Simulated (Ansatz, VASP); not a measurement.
One calculation of Ga2H, two programs

```
Ga H
1.0
     4.76590    0.00000    0.00000
     0.00000    4.76590    0.00000
     0.00000    0.00000    4.76590
Ga H
4 2
Direct
  0.25000 0.25000 0.25000
  0.75000 0.75000 0.25000
  0.75000 0.25000 0.75000
  0.25000 0.75000 0.75000
  0.00000 0.00000 0.00000
  0.50000 0.50000 0.50000
```

Alike in both runs: task relaxation of cell and atoms; functional PBE; k mesh 4 × 4 × 4; occupations gaussian, width 0.1 eV; no spin polarisation.

```csv
,VASP,Ansatz
version,VASP 6.6.1,Ansatz 0.2.0
potentials or method,"VASP PAW PBE potentials, release 64 (Ga_d, H)","scalar-relativistic, plane waves, PAW"
plane-wave cutoff (eV),600,420
valence electrons in the cell,54,54
```

Ansatz gave:

| Quantity | Value |
| --- | --- |
| gap on the k mesh at the Fermi level, each at its own relaxed structure (eV) | none |
| relaxed volume (Å³/atom) | 14.83 |
| relaxed cell length with the largest relative difference (Å) | 4.464 |
| energy change over the relaxation (meV/atom) | -68 |

Q: What did VASP give for the same quantities?

A: gap on the k mesh at the Fermi level, each at its own relaxed structure (eV): none; relaxed volume (Å³/atom): 14.67; relaxed cell length with the largest relative difference (Å): 4.449; energy change over the relaxation (meV/atom): -68.

A gap of «none» marks a metal or a gap that the smearing closes.

Caveats: the volume moved by over 15 % at a fixed basis, so the end points are rough (VASP).
